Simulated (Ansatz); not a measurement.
Runs of Ansatz 0.2.0 on CsPbBr3. It takes space group Pm-3m (No. 221, cubic). Conventional cell: a = 5.870 Å, b = 5.870 Å, c = 5.870 Å, α = 90.00°, β = 90.00°, γ = 90.00°. Pb (site symmetry m-3m) has 6 Br at 2.94 Å as nearest neighbours. Around Cs (site symmetry m-3m) lie 12 Br at 4.15 Å. Br (site symmetry 4/mmm) has 2 Pb at 2.94 Å as nearest neighbours. Measurements of this composition are mostly on another form, of space group No. 62.

| level | gap on the mesh (eV) | pressure (GPa) | relaxed volume (Å³/atom) |
| --- | --- | --- | --- |
| PBEsol+D3(BJ)-ATM | 2.51 | 0.0 | 38.91 |
| PBEsol+D3(BJ) | 2.50 | 0.0 | (b) |
| PBEsol+D4 | (a) | 0.0 | 39.50 |
| PBEsol | 2.57 | 0.0 | 40.45 |

Alike in all rows: task relaxation of cell and atoms; potentials or basis Ansatz PAW; no spin polarisation; cell relaxed; k mesh 5 × 5 × 5; cutoff (eV) 420; smearing fermi-dirac 0.05 eV.

Q: Fill in the values left out.

A: (a) 2.53; (b) 38.77.

Caveats: odd divisions of the mesh miss points on the zone boundary, where band edges often lie, so the gap on the mesh can be too wide; the plane-wave basis is chosen anew once the cell has moved, so the energies of steps on either side of that aren't comparable; spin-orbit coupling is left out, which as a rule narrows the gap of such compounds by several tenths of an eV; the PAW data sets come from PBE, with cores solved anew for the run's functional, which leaves a small shift of forces and pressure.

A k mesh can miss the band edges, and the runs leave out spin-orbit coupling on Br, Cs, Pb.
